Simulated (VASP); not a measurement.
**AlP: optical spectrum with PBE**

**Experimental background.**

A printed reference work, data compilation reports, for a bulk crystal of AlP at 4.2 K: band gap 2.505 eV (indirect).

AlP:

```
CELL_PARAMETERS angstrom
0.00000 2.73570 2.73570
2.73570 0.00000 2.73570
2.73570 2.73570 0.00000
ATOMIC_POSITIONS crystal
Al 0.00000 0.00000 0.00000
P 0.25000 0.25000 0.25000
```

```
Program                : VASP 6.6.1
Task                   : optical spectrum
Functional             : PBE
Potentials or basis    : VASP PAW PBE potentials, release 64 (Al, P)
Cutoff                 : 520 eV
k mesh                 : 8 × 8 × 8
Occupations            : gaussian, width 0.03 eV
Spin                   : no spin polarisation
Further INCAR settings : ALGO = Normal; EDIFF = 1e-06; NBANDS = 28
```

The pressure is 1.6 GPa and the band gap on the k mesh is 1.59 eV, indirect (least direct gap 3.25 eV).

Levels at points of the mesh, in eV from the valence-band top:
```tsv
k point	band 1	band 2	band 3	band 4	band 5	band 6	band 7	band 8
(0.00, 0.00, 0.00)	-11.47	0.00	0.00	0.00	3.25	4.55	4.55	4.55
(0.50, 0.00, 0.00)	-9.81	-5.50	-0.76	-0.76	2.79	4.82	4.82	8.26
(0.50, 0.50, 0.00)	-9.15	-5.29	-2.09	-2.09	1.59	2.47	11.02	11.02
```

Dielectric function (mean over the directions given):
```csv
energy (eV),real part,imaginary part
0.28,8.98,0.02
0.91,9.26,0.07
1.59,9.99,0.15
2.28,11.49,0.31
2.96,15.06,0.93
3.64,20.71,11.71
4.33,19.40,39.55
5.01,-1.07,9.48
5.69,-5.18,17.28
6.38,-6.56,9.47
7.06,-6.30,5.18
7.74,-4.22,2.17
8.43,-2.28,3.86
9.11,-2.78,1.64
9.79,-2.67,1.32
10.42,-1.93,1.38
11.10,-1.50,0.63
11.78,-1.26,0.59
12.47,-0.75,0.44
13.15,-0.62,0.31
13.83,-0.39,0.42
14.52,-0.42,0.28
15.20,-0.23,0.34
15.88,-0.14,0.24
16.57,-0.04,0.20
17.25,0.05,0.13
17.93,0.16,0.17
18.62,0.16,0.11
19.30,0.23,0.06
19.98,0.32,0.07
```

It took 13 s on 1 thread of Intel(R) Xeon(R) 6975P-C (Granite Rapids), with other jobs on the host, peak memory 0.18 GiB.

A measured gap of AlP is 2.505 eV (indirect; 4.2 K; a printed reference work, data compilation); the calculated 1.59 eV misses it by -0.91 eV. The value is that of PBE on a finite k mesh, which can miss the band edges, without temperature or zero-point motion. Semilocal functionals fall short of measured gaps as a rule.

Caveat: spectra need much finer meshes, so this one isn't converged; independent-particle spectra lack excitons.
